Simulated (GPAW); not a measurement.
# Pd (Fm-3m) in GPAW: notebook

The runs below take Pd through single point, electron localisation function, with PBE, r2SCAN.

Program: GPAW 26.7.0. These are calculated values, not measurements. Logs are shortened: lines on timing, memory, paths and dates and some standing lists are left out, and cuts for length are marked. The log counts tension as positive stress, the text compression.

## (1) The crystal as given

It takes space group Fm-3m (No. 225, cubic). Conventional cell: a = 3.893 Å, b = 3.893 Å, c = 3.893 Å, α = 90.00°, β = 90.00°, γ = 90.00°. Around Pd (site symmetry m-3m) lie 12 Pd at 2.75 Å.

## (2) Single point, PBE

Input file run.py:

```python
from ase import Atoms
from ase.dft.bandgap import bandgap
from ase.io import write
from ase.units import GPa
from gpaw import GPAW, PW

atoms = Atoms(['Pd'],
              cell=[[0.0, 1.9465, 1.9465],
                    [1.9465, 0.0, 1.9465],
                    [1.9465, 1.9465, 0.0]],
              scaled_positions=[[0.0, 0.0, 0.0]],
              pbc=True)

calc = GPAW(mode=PW(250),
            xc='PBE',
            kpts={'size': (9, 9, 9), 'gamma': True},
            occupations={'name': 'fermi-dirac', 'width': 0.05},
            nbands=17,
            convergence={'density': 1e-05, 'energy': 1e-05},
            maxiter=50,
            txt='gpaw.txt')
atoms.calc = calc
energy = atoms.get_potential_energy()
forces = atoms.get_forces()
stress = atoms.get_stress()
calc.write('gs.gpw')
write('result.traj', atoms)
print(f'Energy: {energy:.6f} eV')
print('Forces (eV/A):')
print(forces.round(4))
print('Stress (GPa):', (stress / GPa).round(3))
print('Fermi level:', round(calc.get_fermi_level(), 4), 'eV')
print(f'Gap: {bandgap(calc)[0]:.4f} eV, direct: {bandgap(calc, direct=True)[0]:.4f} eV')
```

Potentials or basis: GPAW PAW data sets (gpaw-data 1.2.1), pw.

On the command line:

```bash
$ OMP_NUM_THREADS=1 python run.py
```

gpaw.txt:

```text
__  _  _
 | _ |_)|_||  |
 |__||  | ||/\| - 26.7.0

Input parameters:
  mode=PW(ecut=250.0),
  convergence={'density': 1e-05, 'energy': 1e-05},
  kpts=MonkhorstPack(size=(9, 9, 9), gamma=True),
  maxiter=50,
  nbands=17,
  occupations=Occupations(name='fermi-dirac', width=0.05),
  xc=XC(name='PBE')

Diagonalizing LCAO Hamiltonian
Converting LCAO to pw mode

       Pd

Atoms  # Å, Bohr magnetons
|   | symbol |        x |        y |        z |    initial magnetic moments |
|---|--------|----------|----------|----------|-----------------------------|
| 0 |     Pd | 0.000000 | 0.000000 | 0.000000 | ( 0.0000,  0.0000,  0.0000) |

Unit cell  # Å
| periodic |        x |        y |        z |  lengths |    angles |
|----------|----------|----------|----------|----------|-----------|
|      yes | 0.000000 | 1.946500 | 1.946500 | 2.752767 | 60.000000 |
|      yes | 1.946500 | 0.000000 | 1.946500 | 2.752767 | 60.000000 |
|      yes | 1.946500 | 1.946500 | 0.000000 | 2.752767 | 60.000000 |

Number of symmetries: 48
Symmetry operations  # r_c * U_cc + t_c -> r_c
|    | kind |            matrix            |
|----|------|------------------------------|
|  0 |  σ   |  1, 0, 0,  1, 0,-1,  1,-1, 0 |
|  1 |  C2  |  1, 0, 0,  1,-1, 0,  1, 0,-1 |
|  2 |  E   |  1, 0, 0,  0, 1, 0,  0, 0, 1 |
|  3 |  σ   |  1, 0, 0,  0, 0, 1,  0, 1, 0 |
|  4 |  C4  |  1, 0,-1,  1, 0, 0,  1,-1, 0 |
|  5 |  S6  |  1, 0,-1,  1,-1, 0,  1, 0, 0 |
|  6 |  σ   |  1, 0,-1,  0, 1,-1,  0, 0,-1 |
|  7 |  C3  |  1, 0,-1,  0, 0,-1,  0, 1,-1 |
|  8 |  S6  |  1,-1, 0,  1, 0, 0,  1, 0,-1 |
|  9 |  C4  |  1,-1, 0,  1, 0,-1,  1, 0, 0 |
| 10 |  C3  |  1,-1, 0,  0,-1, 1,  0,-1, 0 |
| 11 |  σ   |  1,-1, 0,  0,-1, 0,  0,-1, 1 |
| 12 |  σ   |  0, 1, 0,  1, 0, 0,  0, 0, 1 |
| 13 |  C4  |  0, 1, 0,  0, 1,-1, -1, 1, 0 |
| 14 |  C3  |  0, 1, 0,  0, 0, 1,  1, 0, 0 |
| 15 |  S6  |  0, 1, 0, -1, 1, 0,  0, 1,-1 |
| 16 |  C2  |  0, 1,-1,  1, 0,-1,  0, 0,-1 |
| 17 |  σ   |  0, 1,-1,  0, 1, 0, -1, 1, 0 |
| 18 |  S4  |  0, 1,-1,  0, 0,-1,  1, 0,-1 |
| 19 |  C4  |  0, 1,-1, -1, 1, 0,  0, 1, 0 |
| 20 |  C3  |  0, 0, 1,  1, 0, 0,  0, 1, 0 |
| 21 |  σ   |  0, 0, 1,  0, 1, 0,  1, 0, 0 |
| 22 |  S6  |  0, 0, 1,  0,-1, 1, -1, 0, 1 |
| 23 |  C4  |  0, 0, 1, -1, 0, 1,  0,-1, 1 |
| 24 |  S4  |  0, 0,-1,  1, 0,-1,  0, 1,-1 |
| 25 |  C3  |  0, 0,-1,  0, 1,-1,  1, 0,-1 |
| 26 |  C2  |  0, 0,-1,  0,-1, 0, -1, 0, 0 |
| 27 |  S6  |  0, 0,-1, -1, 0, 0,  0,-1, 0 |
| 28 |  S4  |  0,-1, 1,  1,-1, 0,  0,-1, 0 |
| 29 |  C4  |  0,-1, 1,  0, 0, 1, -1, 0, 1 |
| 30 |  C2  |  0,-1, 1,  0,-1, 0,  1,-1, 0 |
| 31 |  σ   |  0,-1, 1, -1, 0, 1,  0, 0, 1 |
| 32 |  C3  |  0,-1, 0,  1,-1, 0,  0,-1, 1 |
| 33 |  S6  |  0,-1, 0,  0, 0,-1, -1, 0, 0 |
| 34 |  S4  |  0,-1, 0,  0,-1, 1,  1,-1, 0 |
| 35 |  C2  |  0,-1, 0, -1, 0, 0,  0, 0,-1 |
| 36 |  C2  | -1, 1, 0,  0, 1, 0,  0, 1,-1 |
| 37 |  S6  | -1, 1, 0,  0, 1,-1,  0, 1, 0 |
| 38 |  S4  | -1, 1, 0, -1, 0, 1, -1, 0, 0 |
| 39 |  C3  | -1, 1, 0, -1, 0, 0, -1, 0, 1 |
| 40 |  S6  | -1, 0, 1,  0, 0, 1,  0,-1, 1 |
| 41 |  C2  | -1, 0, 1,  0,-1, 1,  0, 0, 1 |
| 42 |  C3  | -1, 0, 1, -1, 1, 0, -1, 0, 0 |
| 43 |  S4  | -1, 0, 1, -1, 0, 0, -1, 1, 0 |
| 44 |  C2  | -1, 0, 0,  0, 0,-1,  0,-1, 0 |
| 45 |  i   | -1, 0, 0,  0,-1, 0,  0, 0,-1 |
| 46 |  σ   | -1, 0, 0, -1, 1, 0, -1, 0, 1 |
| 47 |  C2  | -1, 0, 0, -1, 0, 1, -1, 1, 0 |

BZ-sampling:
  Number of BZ points: 729
  Number of IBZ points: 35

  Monkhorst-Pack size: [9, 9, 9]
  Monkhorst-Pack shift: [0, 0, 0]

K-points  # in reciprocal-cell coordinates
|     |                                coordinates |     weight |
|-----|--------------------------------------------|------------|
|   0 | (  0.00000000,   0.00000000,   0.00000000) | 0.00137174 |
|   1 | (  0.11111111,   0.11111111,   0.00000000) | 0.00823045 |
|   2 | (  0.11111111,   0.11111111,   0.11111111) | 0.01097394 |
|   3 | (  0.22222222,   0.11111111,   0.11111111) | 0.01646091 |
|   4 | (  0.22222222,   0.22222222,   0.00000000) | 0.00823045 |
|   5 | (  0.22222222,   0.22222222,   0.11111111) | 0.03292181 |
|   6 | (  0.22222222,   0.22222222,   0.22222222) | 0.01097394 |
|   7 | (  0.33333333,   0.22222222,   0.11111111) | 0.03292181 |
|   8 | (  0.33333333,   0.22222222,   0.22222222) | 0.03292181 |
|   9 | (  0.33333333,   0.33333333,  -0.33333333) | 0.01646091 |
| ... |                                            |            |
|  34 | (  0.44444444,   0.44444444,   0.44444444) | 0.01097394 |

Plane wave coefficients: 140
Cutoff: 250.0 eV

Spin-components: 1 (collinear spins)
Bands:           17
Projectors:      6
Spin-degeneracy: 2
Datatype:        complex128

Parallelization:
  kpt:    1
  domain: 1
  band:   1

Density:
  Valence electrons: 16.0
  Components: 1
  Grid points: [12 12 12]
  Charge: 0.0  # |e|

Potential:
  Grid points: [12 12 12]

species:
  Pd:
    name:    Palladium
    Z:       46.0
    valence: 16
    core:    30
    charge:  0.0  # [|e|]
    compensation charges:
      type: gauss
      rc: 0.38  # [Å]
      lmax: 2
    cutoffs:
      filter: 2.38  # [Å]
      core: 2.28  # [Å]
    projectors
    | kind |    occ | energy [eV] | rcut [Å] |
    |------|--------|-------------|----------|
    |   5s |  0.000 |      -3.315 |    1.228 |
    |   4p |  6.000 |     -51.209 |    1.360 |
    |   5p |  0.000 |      -0.314 |    1.360 |
    |   4d | 10.000 |      -4.047 |    1.228 |
    |    s |        |      23.896 |    1.228 |
    |    d |        |      23.165 |    1.228 |

    Using partial waves for Pd as LCAO basis

Reference energy: -137227.490718  # eV

eigensolver:
  PPCG
  Converge bands: occupied
  niter=2

density mixing:
  MSR1-Mixer
  Pratt-step length: 0.05
  Maximum mixing coefficient: 0.75
  Old densities: 10
  SVD Regularization: 0.005
  Good broyden scale: 1.0
  Trust region scale: 1.0
  Backstep threshold: 4.0
  History deletion threshold: 6.0
  Fourier metric: weight=20.0, sigma=0.015

occupation numbers:
  Fermi-Dirac:
    width: 0.0500  # eV

poisson solver:
  ecut: 2000.0  # eV

xc functional:
  name: PBE with 2 nearest neighbor stencil

convergence criteria:
- Maximum integral of absolute [dens]ity change: 1e-05 electrons / valence electron
- Maximum [total energy] change in last 3 cyles: 1e-05 eV / valence electron
- Maximum integral of absolute [eigenst]ate change: 4e-08 eV^2 / valence electron
maximum number of iterations: 50

SCF iterations
|iter     | |      energy | eigst |  dens |
|---------|-|-------------|-------|-------|
|iter:   1| |   -4.410615 | -0.34 |       |
|iter:   2| |   -4.170305 | -2.89 | -0.96 |
|iter:   3| |   -3.425673 | -1.84 | -1.01 |
|iter:   4| |   -3.414961 | -4.04 | -1.94 |
|iter:   5| |   -3.411424 | -4.94 | -2.12 |
|iter:   6| |   -3.411427 | -7.49c| -3.69 |
|iter:   7| |   -3.411429c| -7.72c| -4.11 |
|iter:   8| |   -3.411429c| -9.14c| -5.27c|

Converged in 8 steps
Energy contributions relative to reference atoms: (reference = -137227.490718)

Energy contributions:
  Kinetic:           2.245207
  Coulomb:          -6.741722
  Zero:              0.313498
  External:          0.000000
  Xc:                0.780603
  Entropy:          -0.018028
  Spinorbit:         0.000000
  ----------------------------
  Free energy:      -3.420443
  Extrapolated:     -3.411429

dipole moment: (-11.551853, -11.551853, -11.551853)  # |e|*Ang

Fermi level: 9.535
Eigenvalues  # (at kpt = [0.000, 0.000, 0.000])
| band index |      eig [eV] | occ [0-2] |
|------------|---------------|-----------|
|          0 |       -40.190 |     2.000 |
|          1 |       -40.190 |     2.000 |
|          2 |       -40.190 |     2.000 |
|          3 |         2.359 |     2.000 |
|          4 |         6.675 |     2.000 |
|          5 |         6.675 |     2.000 |
|          6 |         6.675 |     2.000 |
|          7 |         8.306 |     2.000 |
|          8 |         8.306 |     2.000 |
|          9 |        26.969 |     0.000 |
|         10 |        32.025 |     0.000 |
|         11 |        32.025 |     0.000 |
|         12 |        32.025 |     0.000 |
|         13 |        36.627 |     0.000 |
|         14 |        38.541 |     0.000 |
|         15 |        39.763 |     0.000 |
|         16 |        39.763 |     0.000 |

No gap
No difference between direct/indirect transitions

Forces  # eV/Ang
|       x |       y |       z |
|---------|---------|---------|
| 0.00000 | 0.00000 | 0.00000 |  # Pd   0

Stress tensor  # eV/Ang^3
|         x |         y |         z |
|-----------|-----------|-----------|
| -0.003179 |  0.000000 |  0.000000 |
|  0.000000 | -0.003179 |  0.000000 |
|  0.000000 |  0.000000 | -0.003179 |

# Writing to gs.gpw (mode='')
```

It took 3.9 s on 1 thread of Arm Neoverse V1, shared host; peak memory 0.12 GiB.

These settings aren't checked as converged: the numbers below hold their error.

What came out:

* Free energy: -3.4204 eV
* Pressure: 0.5 GPa
* Band gap on the k mesh: none (metal or under the smearing width)

Caveat: the cutoff is short for stress and forces, so pressures can be off by a GPa or more.

## (3) Electron localisation function, r2SCAN (volume scaled by 0.96)

Input file run.py:

```python
from ase.dft.bandgap import bandgap
from ase.io import read, write
from ase.units import Bohr, GPa
from gpaw import GPAW, PW
from gpaw.elf import elf_from_dft_calculation

atoms = read('POSCAR')

calc = GPAW(mode=PW(600),
            xc='MGGA_X_R2SCAN+MGGA_C_R2SCAN',
            kpts={'size': (7, 7, 7), 'gamma': True},
            occupations={'name': 'fermi-dirac', 'width': 0.05},
            nbands=54,
            convergence={'density': 1e-05, 'energy': 1e-05},
            maxiter=150,
            txt='gpaw.txt')
atoms.calc = calc
energy = atoms.get_potential_energy()
forces = atoms.get_forces()
stress = atoms.get_stress()
calc.write('gs.gpw')
write('result.traj', atoms)
print(f'Energy: {energy:.6f} eV')
print('Forces (eV/A):')
print(forces.round(4))
print('Stress (GPa):', (stress / GPa).round(3))
print('Fermi level:', round(calc.get_fermi_level(), 4), 'eV')
print(f'Gap: {bandgap(calc)[0]:.4f} eV, direct: {bandgap(calc, direct=True)[0]:.4f} eV')

# fields on the real-space grid
write('density.cube', atoms, data=calc.get_pseudo_density() * Bohr**3)
write('potential.cube', atoms, data=calc.get_electrostatic_potential())
write('elf.cube', atoms, data=elf_from_dft_calculation(calc).data)
```

Input file POSCAR:

```
Pd
1.0
    3.8403854400      0.0000000000      0.0000000000
    0.0000000000      3.8403854400      0.0000000000
    0.0000000000      0.0000000000      3.8403854400
Pd
4
Direct
    0.0000000000      0.0000000000      0.0000000000
    0.0000000000      0.5000000000      0.5000000000
    0.5000000000      0.0000000000      0.5000000000
    0.5000000000      0.5000000000      0.0000000000
```

Potentials or basis: GPAW PAW data sets (gpaw-data 1.2.1), pw.

On the command line:

```bash
$ OMP_NUM_THREADS=1 python run.py
```

Wall time 2.7 min (1 thread of Arm Neoverse V1, shared host); peak memory 0.27 GiB.

Results (log left out):

* Free energy: -67.6778 eV
* Pressure: 13.9 GPa
* Band gap on the k mesh: none (metal or under the smearing width)

Levels at points of the mesh, in eV from the Fermi level:
```
           k point  band 30  band 31  band 32  band 33  band 34  band 35
(0.00, 0.00, 0.00)     0.32     0.32     0.32     0.32     3.69     3.69
```

Caveat: the PAW data sets were made with another functional, which shifts forces and pressure a little.
